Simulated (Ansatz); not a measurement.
# Si2Mo: the cost of one run

Program: Ansatz 0.2.0. Level of theory: DFT PBE, scalar-relativistic, plane waves, PAW. These are calculated values, not measurements.

3 further runs of the same task are left out: 1 that didn't finish, 2 set aside as unsound or not needed.

## 1. The structure to begin with

Symmetry: P6_222, No. 180, hexagonal system. The conventional cell has a = 4.613 Å, b = 4.613 Å, c = 6.609 Å, α = 90.00°, β = 90.00°, γ = 120.00°. Si (site symmetry 2) has 5 Si at 2.56 to 2.69 Å and 5 Mo at 2.58 to 2.68 Å as nearest neighbours. Mo (site symmetry 222) has 10 Si at 2.58 to 2.68 Å as nearest neighbours.

Structure file:

```xyz
9
Lattice="4.6130 0.0000 0.0000 -2.3065 3.9950 0.0000 0.0000 0.0000 6.6095" Properties=species:S:1:pos:R:3 pbc="T T T"
Si   -1.1719    3.3399    5.5079
Si    1.1347    0.6551    1.1016
Si    2.3065    2.6848    3.3047
Si    3.4784    0.6551    5.5079
Si    1.1719    3.3399    1.1016
Si    0.0000    1.3102    3.3047
Mo    2.3065    0.0000    3.3047
Mo   -1.1533    1.9975    1.1016
Mo    1.1533    1.9975    5.5079
```

It goes back to an entry of the Materials Project, which need not be the stable form.

It is the result of an earlier relaxation at this level (volume 13.53 Å³/atom; gap on the mesh: 0.06 eV).

## 2. Bands, states and charges

Input file input.yaml:

```yaml
crystal:
  lattice:
    - [4.6130238169, 0.0, 0.0]
    - [-2.3065119085, 3.9949958136, 0.0]
    - [0.0, 0.0, 6.6094665263]
  atoms:
    - { symbol: Si, position: [0.1639790379, 0.8360209621, 0.8333333333] }
    - { symbol: Si, position: [0.3279580758, 0.1639790379, 0.1666666667] }
    - { symbol: Si, position: [0.8360209621, 0.6720419242, 0.5] }
    - { symbol: Si, position: [0.8360209621, 0.1639790379, 0.8333333333] }
    - { symbol: Si, position: [0.6720419242, 0.8360209621, 0.1666666667] }
    - { symbol: Si, position: [0.1639790379, 0.3279580758, 0.5] }
    - { symbol: Mo, position: [0.5, 0.0, 0.5] }
    - { symbol: Mo, position: [0.0, 0.5, 0.1666666667] }
    - { symbol: Mo, position: [0.5, 0.5, 0.8333333333] }
basis:
  ecutwfc: 420
kpoints:
  mp_grid: { grid: [12, 12, 6] }
  band_path:
    path:
      - [[0.0, 0.0, 0.0], [0.5, 0.0, 0.0], [0.33333333, 0.33333333, 0.0], [0.0, 0.0, 0.0], [0.0, 0.0, 0.5], [0.5, 0.0, 0.5], [0.33333333, 0.33333333, 0.5], [0.0, 0.0, 0.5]]
      - [[0.5, 0.0, 0.5], [0.5, 0.0, 0.0]]
      - [[0.33333333, 0.33333333, 0.5], [0.33333333, 0.33333333, 0.0]]
    npoints: 14
hamiltonian:
  xc: pbe
scf:
  occupations: { method: gaussian, width: 0.01 }
  n_extra_bands: 22
output:
  forces: true
  stress: true
  eigenvalues: true
  populations: true
  dos: { projected: true, de: 0.02, nscf_kmesh: { grid: [18, 18, 9] } }
  bader: true
  write_density: true
  write_potential: true
  elf: true
  volumetric_format: npy
```

Started as:

```
ansatz run input.yaml --threads 2 --pin off --max-ram 5120MiB --backend cpu --events-out ev --progress --plain --runs-dir out
```

Q: Estimate wall time and peak memory on 2 threads of Arm Neoverse V2, shared host.

About 2.5 min, with a peak of 0.94 GiB.
